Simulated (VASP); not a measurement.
BaF2:

```
Ba F
1.0
     0.00000    3.11287    3.11287
     3.11287    0.00000    3.11287
     3.11287    3.11287    0.00000
Ba F
1 2
Direct
  0.00000 0.00000 0.00000
  0.25000 0.25000 0.25000
  0.75000 0.75000 0.75000
```

The cell comes from a database or a generator and needn't be the stable form of this composition.

```yaml
Program: VASP 6.6.1
Task: relaxation of cell and atoms
Functional: RPBE
Potentials_or_basis: VASP PAW PBE potentials, release 64 (Ba_sv, F)
Cutoff: 600 eV
k_mesh: 6 × 6 × 6
Occupations: gaussian, width 0.02 eV
Spin: no spin polarisation
```

At the start: pressure 4.3 GPa; volume 20.11 Å³/atom.

Q: How do energy, volume and symmetry change on relaxing?

A: Over 3 steps the energy falls by 20.2 meV/atom and the volume is 21.76 Å³/atom (+8.2 %); space group Fm-3m (No. 225, to 0.05 Å).

Step by step:
| step | energy change (eV) | largest force (eV/Å) | pressure (GPa) | volume (Å³) |
| --- | --- | --- | --- | --- |
| 1 | 0.0000 | 0.0000 | 4.25 | 60.33 |
| 2 | -0.0607 | 0.0000 | 0.11 | 65.11 |
| 3 | -0.0607 | 0.0000 | 0.00 | 65.27 |

Final structure:
```yaml
crystal:
  lattice:
    - [0.00000, 3.19570, 3.19570]
    - [3.19570, 0.00000, 3.19570]
    - [3.19570, 3.19570, 0.00000]
  atoms:
    - { symbol: Ba, position: [0.00000, 0.00000, 0.00000] }
    - { symbol: F, position: [0.25000, 0.25000, 0.25000] }
    - { symbol: F, position: [0.75000, 0.75000, 0.75000] }
```

Caveat: the PAW data sets were made with another functional, which shifts forces and pressure a little.
